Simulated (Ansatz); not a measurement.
As in Ansatz: convergence with k mesh

The system is As.

```
As
1.0
     2.71004   -0.01738   -0.01186
    -0.01738    2.72970    0.03326
    -0.01186    0.03326    2.67219
As
1
Direct
  0.48435 0.50553 0.49638
```

The cell isn't the ideal one: cell strained at random at fixed volume.

| Item | Value |
| --- | --- |
| Program | Ansatz 0.2.0 |
| Task | convergence study |
| Functional | LDA |
| Potentials or basis | JTH PAW |
| Cutoff | 1350 eV (not typed: the program's choice for these potentials) |
| k mesh | 3 × 3 × 3 |
| Occupations | gaussian, width 0.05 eV |
| Spin | no spin polarisation |

These are the settings of the first run; the series varies k mesh, with any setting tied to it.

Hardware: 2 threads of Intel(R) Xeon(R) Platinum 8259CL CPU @ 2.50GHz (Skylake/Cascade Lake) (shared host).

```
      k mesh  energy less the tightest run, at zero smearing (meV/atom)  pressure (GPa)  SCF cycles  CPU time (s)  peak memory (GiB)
   3 × 3 × 3                                                     408.30           -4.44           7           1.2               0.33
   4 × 4 × 4                                                     441.05           -4.38           7           2.5               0.36
   5 × 5 × 5                                                     117.18           -2.73           6           3.8                0.4
   6 × 6 × 6                                                     -26.47           -2.11           6           6.2               0.43
   7 × 7 × 7                                                     -35.20           -2.82           5           8.8               0.49
   9 × 9 × 9                                                      -2.72           -3.40           6            20               0.71
11 × 11 × 11                                                      22.28           -2.23           6            37                  1
13 × 13 × 14                                                     -10.23           -2.72           6            66                1.5
16 × 16 × 16                                                       0.00           -2.94           6           120                2.4
```

Not settled before the last step: the energy (to 1 meV/atom), the pressure (to 0.1 GPa). Meshes of other sizes hit other points, so gaps and Fermi surfaces needn't settle smoothly. The tightest run that finished is the yardstick and may itself not be fully converged.
